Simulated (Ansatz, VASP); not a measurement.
**P: VASP beside Ansatz**

Contents of INCAR:

```
SYSTEM = P
PREC = Accurate ; ENCUT = 520
EDIFF = 1E-7 ; ISMEAR = -1
SIGMA = 0.05 ; LREAL = .FALSE.
LASPH = .TRUE. ; NELM = 100
ALGO = Normal ; ISIF = 2
LWAVE = .FALSE. ; LCHARG = .FALSE.
GGA = PE ; NBANDS = 12
```

Contents of KPOINTS:

```
regular mesh
0
G
  11 11 11
  0 0 0
```

The input POSCAR:

```
P
1.0
   -1.7246853292      2.5644945225      1.8954032770
    1.7246853292     -2.5644945225      1.8954032770
    1.7246853292      2.5644945225     -1.8954032770
P
2
Direct
    0.6966908900      0.9466908900      0.7500000000
    0.3033091100      0.0533091100      0.2500000000
```

The input input.yaml:

```yaml
crystal:
  lattice:
    - [-1.7246853292, 2.5644945225, 1.895403277]
    - [1.7246853292, -2.5644945225, 1.895403277]
    - [1.7246853292, 2.5644945225, -1.895403277]
  atoms:
    - { symbol: P, position: [0.69669089, 0.94669089, 0.75] }
    - { symbol: P, position: [0.30330911, 0.05330911, 0.25] }
hamiltonian:
  xc: pbe
  pseudopotentials: { kind: paw }
kpoints:
  mp_grid: { grid: [11, 11, 11] }
scf:
  occupations: { method: fermi_dirac, width: 0.05 }
output:
  forces: true
  stress: true
  eigenvalues: true
```

Change from the starting cell: volume scaled by 1.06.

Alike in both runs: task single point; functional PBE; k mesh 11 × 11 × 11; occupations fermi-dirac, width 0.05 eV; no spin polarisation.

```csv
,VASP,Ansatz
version,VASP 6.6.1,Ansatz 0.2.0
potentials or method,"VASP PAW PBE potentials, release 64 (P)",Ansatz PAW
plane-wave cutoff (eV),520,420
valence electrons in the cell,10,10
```

Ansatz gave:

```
gap on the k mesh at the Fermi level (eV)       : none
pressure (GPa)                                  : -2.7
largest component of the traceless stress (GPa) : 0.73
rms of the force components (eV/Å)              : 0.021
```

Task: Which values does VASP return?

Result: gap on the k mesh at the Fermi level (eV): none; pressure (GPa): -2.9; largest component of the traceless stress (GPa): 0.73; rms of the force components (eV/Å): 0.049.

Atom by atom the forces differ by 0.028 eV/Å (rms over components). A gap of «none» marks a metal or a gap that the smearing closes.
